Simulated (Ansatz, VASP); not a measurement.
**One calculation of In, two programs**

```
CELL_PARAMETERS angstrom
-1.69471 1.69471 2.29737
1.69471 -1.69471 2.29737
1.69471 1.69471 -2.29737
ATOMIC_POSITIONS crystal
In 0.00000 0.00000 0.00000
```

Alike in both runs: task single point; functional LDA; k mesh 8 × 8 × 8; occupations gaussian, width 0.1 eV; no spin polarisation.

```csv
,VASP,Ansatz
version,VASP 6.6.1,Ansatz 0.2.0
potentials or method,"VASP PAW LDA potentials, release 64 (In_d)","scalar-relativistic, plane waves, PAW"
plane-wave cutoff (eV),520,420
valence electrons in the cell,13,13
```

|  | VASP | Ansatz | Ansatz less VASP |
| --- | --- | --- | --- |
| gap on the k mesh at the Fermi level (eV) | none | none | - |
| pressure (GPa) | -2.8 | -2.8 | +0.02 |
| largest component of the traceless stress (GPa) | 1.93 | 1.93 | 0.000 |

A gap of «none» marks a metal or a gap that the smearing closes. Ansatz warned: «pseudo_functional_mismatch».
